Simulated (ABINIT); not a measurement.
A run of ABINIT 10.8.3 (patched build) is set up as follows.

Contents of run.abi:

```
# Datasets: one volume each
ndtset 7
getwfk -1
scalecart1 3*0.9795861087
scalecart2 3*0.9864848297
scalecart3 3*0.9932883884
scalecart4 3*1.0000000000
scalecart5 3*1.0066227096
scalecart6 3*1.0131594038
scalecart7 3*1.0196128224

# Pseudopotentials
pp_dirpath "./"
pseudos "Mn.GGA_PBE-JTH.xml, O.GGA_PBE-JTH.xml"

# Structure
acell 3*1.0 Angstrom
rprim
     0.0000000000     2.2239077028     2.2239077028
     2.2239077028     0.0000000000     2.2239077028
     2.2239077028     2.2239077028     0.0000000000
ntypat 2
znucl 25 8
natom 2
typat 1 2
xred
     0.0000000000     0.0000000000     0.0000000000
     0.5000000000     0.5000000000     0.5000000000

# Plane-wave basis
ecut 26.0
pawecutdg 48.0
pawxcdev 0

# k points
kptopt 1
ngkpt 8 8 8
nshiftk 1
shiftk 0.0 0.0 0.0

# Exchange and correlation
ixc -116133

# Bands and occupations
nband 16
occopt 3
tsmear 0.05 eV

# Spin
nsppol 2
spinat
     0.0000000000     0.0000000000     4.0000000000
     0.0000000000     0.0000000000     0.0000000000

# SCF cycle
nstep 100
tolvrs 1.0e-9

# Output
iomode 3
prtwf 1
prtden 0
prteig 0
prtebands 0
```

Potentials or basis: JTH PAW PBE v2.0.

Command:

```console
$ abinit run.abi > log 2>&1
```

Task: Predict the equilibrium volume.

Result: 10.32 Å³/atom (rough: see the caveat).

Task: What does it give for the bulk modulus?

Result: 137 GPa (rough).

Energy against volume, from the lowest point:
```csv
volume (Å³/atom),energy (meV/atom)
10.339,0.00
10.559,1.93
10.779,8.03
10.999,16.87
11.219,27.87
11.439,41.09
11.659,56.79
```

Caveat: pressures at fixed basis lie under the slope of the energies; the minimum lies outside the volumes run; the PAW data sets were made with another functional, which shifts forces and pressure a little.
